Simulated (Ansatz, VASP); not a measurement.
**One calculation of Cu4O, two programs**

```
Cu O
1.0
    -2.53014    2.53014    2.53014
     2.53014   -2.53014    2.53014
     2.53014    2.53014   -2.53014
Cu O
4 1
Direct
  0.00000 0.00000 0.52507
  0.52507 0.00000 0.00000
  0.00000 0.52507 0.00000
  0.47493 0.47493 0.47493
  0.00000 0.00000 0.00000
```

Change from the starting cell: species swapped into the H4C type (I-43m, No. 217).

Alike in both runs: functional PBE; k mesh 10 × 10 × 10; occupations gaussian, width 0.1 eV; no spin polarisation.

Ansatz relaxed the structure, and its values are those at the end. VASP's run is a single point on that final structure, the one shown.

```csv
,VASP,Ansatz
version,VASP 6.6.1,Ansatz 0.2.0
potentials or method,"VASP PAW PBE potentials, release 64 (Cu, O)","scalar-relativistic, plane waves, PAW"
plane-wave cutoff (eV),520,420
valence electrons in the cell,50,82
```

VASP gave:

* gap on the k mesh at the Fermi level (eV): none
* pressure (GPa): 0.3
* rms of the force components (eV/Å): 0.012

Question: Which values does Ansatz return?

Answer: gap on the k mesh at the Fermi level (eV): none; pressure (GPa): 0.0; rms of the force components (eV/Å): 0.001.

A gap of «none» marks a metal or a gap that the smearing closes. With one functional, cell and mesh, what is left measures potentials, basis and numerics. The two sets of potentials don't hold the same shells in valence.

Caveats: the run has no spin polarisation, though such a crystal can be magnetic; semilocal functionals often make such compounds metallic where correlation or magnetic order opens a gap, which also shifts bond lengths.
